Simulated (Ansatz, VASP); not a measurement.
Co in VASP and in Ansatz

Contents of INCAR:

```
PREC     = Accurate       # precision mode
ENCUT    = 520            # plane-wave cutoff, eV
EDIFF    = 1E-7           # SCF threshold, eV
ISMEAR   = -1             # smearing method
SIGMA    = 0.1            # smearing width, eV
LREAL    = False          # projectors in reciprocal space
LASPH    = True           # aspherical terms in the spheres
NELM     = 60             # most SCF steps
ALGO     = Normal         # electronic algorithm
ISIF     = 2              # what is computed and relaxed
LWAVE    = False          # write WAVECAR
LCHARG   = False          # write CHGCAR
GGA      = RE             # functional
NBANDS   = 10             # bands
```

The input KPOINTS:

```
Automatic mesh
0
Gamma
  15 15 15
```

Contents of POSCAR:

```
Co
1.0
    2.2039338055      0.0000000000      0.0000000000
    0.0000000000      2.2039338055      0.0000000000
    0.0000000000      0.0000000000      2.2039338055
Co
1
Direct
    0.0000000000      0.0000000000      0.0000000000
```

Input for Ansatz:

```yaml
crystal:
  lattice:
    - [2.2039338055, 0.0, 0.0]
    - [0.0, 2.2039338055, 0.0]
    - [0.0, 0.0, 2.2039338055]
  atoms:
    - { symbol: Co, position: [0.0, 0.0, 0.0] }
hamiltonian:
  xc: revpbe
  pseudopotentials:
    kind: paw
    azcp:
      Co: "pseudopotentials/Co.paw.azcp"
basis:
  ecutwfc: 420
  fft_grid_basis: typed
kpoints:
  mp_grid: { grid: [15, 15, 15], shift: [0, 0, 0] }
magnetization:
  spin_polarized: false
scf:
  occupations: { method: fermi_dirac, width: 0.1 }
  lower_state_search: "off"
output:
  stress: true
```

Alike in both runs: task single point; functional revPBE; k mesh 15 × 15 × 15; occupations fermi-dirac, width 0.1 eV; no spin polarisation.

|  | VASP | Ansatz |
| --- | --- | --- |
| version | VASP 6.6.1 | Ansatz 0.2.0 |
| potentials or method | VASP PAW PBE potentials, release 64 (Co) | plane waves (420 eV) with PAW, scalar-relativistic |
| plane-wave cutoff (eV) | 520 | 420 |
| valence electrons in the cell | 9 | 17 |

Ansatz gave:

- pressure (GPa): 29.3

Q: Estimate VASP's values.

A: Pressure (GPa): 27.9.

The two sets of potentials don't hold the same shells in valence.

Caveats: so large a pressure means that the cell lies far from this level's equilibrium, or that cutoff or potentials fall short (VASP); the potentials were made for another functional, which shifts forces and pressure (VASP); the run has no spin polarisation, though such a crystal can be magnetic. Spin polarisation is off, so any magnetic state and its effect on volume and gap are missing.
